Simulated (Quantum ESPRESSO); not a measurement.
Al:

```
Al
1.0
     2.82708    0.00000    0.00000
    -1.41354    2.44832    0.00000
     0.00000    0.00000    9.18599
Al
4
Direct
  0.66667 0.33333 0.75000
  0.00000 0.00000 0.50000
  0.33333 0.66667 0.25000
  0.00000 0.00000 0.00000
```

This isn't the form of Al at room conditions, which is fcc.

* Program: Quantum ESPRESSO 7.5
* Task: phonons and electron-phonon coupling
* Functional: LDA
* Potentials or basis: GBRV 1.5 LDA
* Cutoff: 612 eV
* Density cutoff: 4898 eV
* k mesh: 8 × 8 × 2
* Occupations: methfessel-paxton, width 0.272 eV
* Spin: no spin polarisation
* Form of the LDA correlation: PZ81
* Mixing beta: 0.5
* Most SCF iterations: 120
* SCF threshold: 8e-10 Ry
* q mesh: 4 × 4 × 1

The cell and the atoms were relaxed first, to 16.02 Å³/atom (a = 2.850 Å, b = 2.850 Å, c = 9.111 Å, α = 90.00°, β = 90.00°, γ = 120.00°), and the response was taken there.

```
Al
1.0
     2.85014    0.00000    0.00000
    -1.42507    2.46830    0.00000
     0.00000    0.00000    9.11069
Al
4
Direct
  0.66667 0.33333 0.75000
  0.00000 0.00000 0.50000
  0.33333 0.66667 0.25000
  0.00000 0.00000 0.00000
```

Levels for the coupling come from a 24 × 24 × 6 mesh; ten broadenings of the double delta from 0.07 to 0.68 eV; Tc from the McMillan formula in the Allen-Dynes form.

How strong is the electron-phonon coupling, and what superconducting temperature follows?

Over broadenings from 0.27 to 0.54 eV, λ lies between 0.59 and 0.64 and ω_log near 244 K, which gives Tc from 5.3 to 6.7 K at μ* = 0.10 and from 3.7 to 4.9 K at μ* = 0.13.

Electron-phonon coupling by broadening of the double delta (levels on a 24 × 24 × 6 mesh):
| broadening (eV) | λ | N(E_F) (states/eV a spin and cell) | ω_log (K) | Tc, μ* 0.10 (K) | Tc, μ* 0.13 (K) |
| --- | --- | --- | --- | --- | --- |
| 0.07 | 0.90 | 0.745 | 241 | 14.0 | 11.7 |
| 0.14 | 0.79 | 0.826 | 238 | 10.8 | 8.7 |
| 0.20 | 0.69 | 0.810 | 240 | 8.1 | 6.2 |
| 0.27 | 0.64 | 0.802 | 242 | 6.7 | 4.9 |
| 0.34 | 0.62 | 0.801 | 244 | 6.0 | 4.3 |
| 0.41 | 0.60 | 0.802 | 245 | 5.6 | 4.0 |
| 0.48 | 0.59 | 0.803 | 245 | 5.4 | 3.8 |
| 0.54 | 0.59 | 0.804 | 245 | 5.3 | 3.7 |
| 0.61 | 0.58 | 0.804 | 245 | 5.2 | 3.6 |
| 0.68 | 0.58 | 0.804 | 245 | 5.1 | 3.5 |

Coupling and linewidth of each mode at the computed q points (broadening 0.27 eV):
| q | cm⁻¹ | λ of the modes | linewidths (GHz) |
| --- | --- | --- | --- |
| (0.00, 0.25, 0.00) | 83 93 124 132 138 146 153 161 199 205 213 274 | 0.04 0.04 0.03 0.04 0.08 0.05 0.12 0.02 0.10 0.05 0.08 0.05 | 3 3 4 6 15 11 27 6 38 21 34 37 |
| (0.00, -0.50, 0.00) | 118 141 146 153 154 161 215 218 230 238 262 274 | 0.04 0.02 0.03 0.05 0.10 0.04 0.03 0.02 0.13 0.06 0.06 0.07 | 5 4 5 12 22 9 13 10 63 33 37 52 |
| (0.25, 0.25, 0.00) | 149 160 167 168 173 183 222 226 233 263 271 285 | 0.06 0.01 0.02 0.02 0.07 0.04 0.03 0.07 0.03 0.04 0.05 0.04 | 12 4 4 6 20 12 15 31 18 26 35 32 |

Eliashberg function at a broadening of 0.27 eV:
| cm⁻¹ | α²F |
| --- | --- |
| 8 | 0.000 |
| 25 | 0.001 |
| 41 | 0.007 |
| 58 | 0.020 |
| 74 | 0.045 |
| 91 | 0.067 |
| 107 | 0.113 |
| 124 | 0.156 |
| 140 | 0.235 |
| 157 | 0.448 |
| 173 | 0.326 |
| 190 | 0.261 |
| 206 | 0.287 |
| 223 | 0.258 |
| 239 | 0.402 |
| 256 | 0.543 |
| 272 | 0.318 |
| 289 | 0.085 |
| 305 | 0.019 |
| 322 | 0.001 |

The smallest broadenings aren't converged on these meshes, and μ* is assumed, not computed; spin fluctuations are left out.

Caveat: the k mesh is coarse; the mesh is thin for the phonons of a metal; λ from interpolated matrix elements is rough: modes that symmetry makes equal can differ by tens of percent.
